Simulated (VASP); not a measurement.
Input of a VASP 6.6.1 run:

Contents of INCAR:

```
PREC = Accurate
ENCUT = 520
EDIFF = 1E-6
ISMEAR = -1
SIGMA = 0.05
LREAL = False
LASPH = True
NELM = 100
ALGO = Fast
ISIF = 2
LWAVE = False
LCHARG = False
NBANDS = 17
```

Contents of KPOINTS:

```
Automatic mesh
0
Gamma
  7 7 7
```

Contents of POSCAR:

```
Pd
1.0
    0.0000000000      2.8267915129      2.8267915129
    2.8267915129      0.0000000000      2.8267915129
    2.8267915129      2.8267915129      0.0000000000
Pd
2
Direct
    1.0000000000      1.0000000000      1.0000000000
    0.2500000000      0.2500000000      0.2500000000
```

Potentials or basis: VASP PAW LDA potentials, release 64 (Pd).

Command:

```console
$ cat potpaw_LDA.64/Pd/POTCAR > POTCAR
$ mpirun -np 1 vasp_std > vasp.out
```

Q: Predict the band gap on the k mesh.

A: None (metal or under the smearing width).

Q: What does it give for the pressure?

A: -1.7 GPa.
